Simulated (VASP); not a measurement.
Write the native input for VASP 6.6.1 that does the following.

| Quantity | Value |
| --- | --- |
| Task | relaxation of cell and atoms |
| Functional | BLYP |
| Dispersion | D3(BJ) |
| Potentials or basis | VASP PAW PBE potentials, release 64 (C) |
| Cutoff | 600 eV |
| k mesh | 12 × 12 × 4 |
| Occupations | fermi-dirac, width 0.05 eV |
| Spin | no spin polarisation |
| Further INCAR settings | ALGO = Normal; EDIFF = 1e-06; IBRION = 2; EDIFFG = -0.01; NSW = 60; ISIF = 3 |

The structure of C lies in POSCAR:

```
C
1.0
    2.5221000000      0.0000000000      0.0000000000
   -1.2610500000      2.1842026709      0.0000000000
    0.0000000000      0.0000000000      8.2371000000
C
8
Direct
    0.6666666667      0.3333333333      0.8437500000
    0.3333333333      0.6666666667      0.3437500000
    0.6666666667      0.3333333333      0.6562500000
    0.3333333333      0.6666666667      0.1562500000
    0.0000000000      0.0000000000      0.9062500000
    0.0000000000      0.0000000000      0.4062500000
    0.0000000000      0.0000000000      0.5937500000
    0.0000000000      0.0000000000      0.0937500000
```

This is a hexagonal form of diamond, not graphite.

One way to write it, as run:

INCAR

```
PREC     = Accurate       # precision mode
ENCUT    = 600            # plane-wave cutoff, eV
EDIFF    = 1E-6           # SCF threshold, eV
ISMEAR   = -1             # smearing method
SIGMA    = 0.05           # smearing width, eV
LREAL    = False          # projectors in reciprocal space
LASPH    = True           # aspherical terms in the spheres
NELM     = 60             # most SCF steps
ALGO     = Normal         # electronic algorithm
ISIF     = 3              # what is computed and relaxed
LWAVE    = False          # write WAVECAR
LCHARG   = False          # write CHGCAR
GGA      = B5             # functional
ALDAX    = 1.0          
AGGAX    = 1.0          
AGGAC    = 1.0          
ALDAC    = 0.0          
IVDW     = 12             # dispersion correction
VDW_S6   = 1.0          
VDW_S8   = 2.6996       
VDW_A1   = 0.4298       
VDW_A2   = 4.2359       
IBRION   = 2              # ionic algorithm
NSW      = 60             # ionic steps
EDIFFG   = -0.01          # ionic threshold
```

KPOINTS

```
regular mesh
0
Gamma
  12 12 4
```

Potentials or basis: VASP PAW PBE potentials, release 64 (C).

Command:

```bash
$ cat potpaw_PBE.64/C/POTCAR > POTCAR
$ mpirun -np 1 vasp_std > vasp.out
```

It gave:

```json
{
 "Relaxed volume": "5.69 Å³/atom",
 "Relaxed cell": "a = 2.516 Å, b = 2.516 Å, c = 8.299 Å, α = 90.00°, β = 90.00°, γ = 120.00°",
 "Space group after relaxing (to 0.05 Å)": "P6_3/mmc (No. 194)",
 "Energy gained by relaxing": "2.5 meV/atom",
 "Ionic steps": "7",
 "Pressure after relaxing": "0.0 GPa",
 "Largest force after relaxing": "0.009 eV/Å",
 "Band gap on the k mesh": "4.88 eV, indirect (least direct gap 5.47 eV)",
 "Dispersion energy per atom": "-0.368 eV"
}
```

Caveat: the PAW data sets were made with another functional, which shifts forces and pressure a little.

Wall time 2.8 min on 1 thread of Intel(R) Xeon(R) Platinum 8559C (Emerald Rapids), with other jobs on the host, peak memory 0.21 GiB.
